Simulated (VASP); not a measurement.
MgSe: single point with PBE

MgSe:

```
Se Mg
1.0
     0.00000    2.72550    2.72550
     2.72550    0.00000    2.72550
     2.72550    2.72550    0.00000
Se Mg
1 1
Direct
  0.50000 0.50000 0.50000
  0.00000 0.00000 0.00000
```

* Program: VASP 6.6.1
* Task: single point
* Functional: PBE
* Potentials or basis: VASP PAW PBE potentials, release 64 (Se, Mg)
* Cutoff: 520 eV
* k mesh: 8 × 8 × 8
* Occupations: fermi-dirac, width 0.05 eV
* Spin: no spin polarisation

```json
{"Pressure": "1.9 GPa", "Band gap on the k mesh": "1.80 eV, indirect (least direct gap 2.60 eV)"}
```

Levels at points of the mesh, in eV from the valence-band top:
| k point | band 1 | band 2 | band 3 | band 4 | band 5 | band 6 | band 7 | band 8 |
| --- | --- | --- | --- | --- | --- | --- | --- | --- |
| (0.00, 0.00, 0.00) | -12.94 | 0.00 | 0.00 | 0.00 | 2.60 | 7.41 | 7.41 | 7.41 |
| (0.50, 0.00, 0.00) | -11.82 | -4.95 | -0.58 | -0.58 | 3.83 | 6.10 | 6.10 | 8.63 |
| (0.50, 0.50, 0.00) | -11.50 | -4.27 | -1.79 | -1.79 | 1.80 | 3.96 | 11.75 | 12.19 |

Wall time 24 s on 1 thread of AMD EPYC 7R43 64-Core Processor (Zen 3) (shared host), peak memory 0.12 GiB.

A k mesh can miss the band edges. A hybrid or GW would open this gap; PBE tends to underestimate it.
